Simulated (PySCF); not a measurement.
Isomers of C2H4O2. Computed with PBE0-D3(BJ)/def2-SVP geometry optimisation, gas phase (PySCF 2.14.0). Energies are electronic, without zero-point or thermal terms, for one conformer each. No frequencies were run at this level. Point groups hold within 0.08 Å.

Question: Order them by energy at this level, lowest first, and give relative energies in kcal/mol.
A. `[CH3:1][C:2](=[O:3])[OH:4]` with C1–C2–O4–H -179°
B. `[O:1]=[CH:2][CH2:3][OH:4]` with O1–C2–C3–O4 0°, C2–C3–O4–H 0°
C. `[CH3:1][O:2][CH:3]=[O:4]` with C1–O2–C3–O4 0° (methyl formate)

Answer: A (0.0), C (17.0), B (30.0).

As drawn, the lowest has a C(=O)–O unit, which the highest lacks.

| SMILES | E (Eh) | E rel (kcal/mol) | dipole (D) | point group | A, B, C (MHz) |
| --- | --- | --- | --- | --- | --- |
| CC(=O)O | -228.66932 | 0.0 | 1.65 | near Cs | 11477, 9517, 5378 |
| COC=O | -228.64218 | 17.0 | 1.82 | near Cs | 20410, 6935, 5352 |
| O=CCO | -228.62149 | 30.0 | 2.32 | Cs | 18566, 6708, 5083 |

How do the relative energies change in single points at PBE0/pcSseg-1 (no added dispersion term) on the same geometries?

```tsv
SMILES	PBE0-D3(BJ)/def2-SVP (kcal/mol)	PBE0/pcSseg-1 (kcal/mol)	shift
CC(=O)O	0.0	0.0	0.0
COC=O	17.0	16.4	-0.6
O=CCO	30.0	29.9	-0.1
```

Each column counts from its own lowest isomer. The order is unchanged; the largest shift is 0.6 kcal/mol.
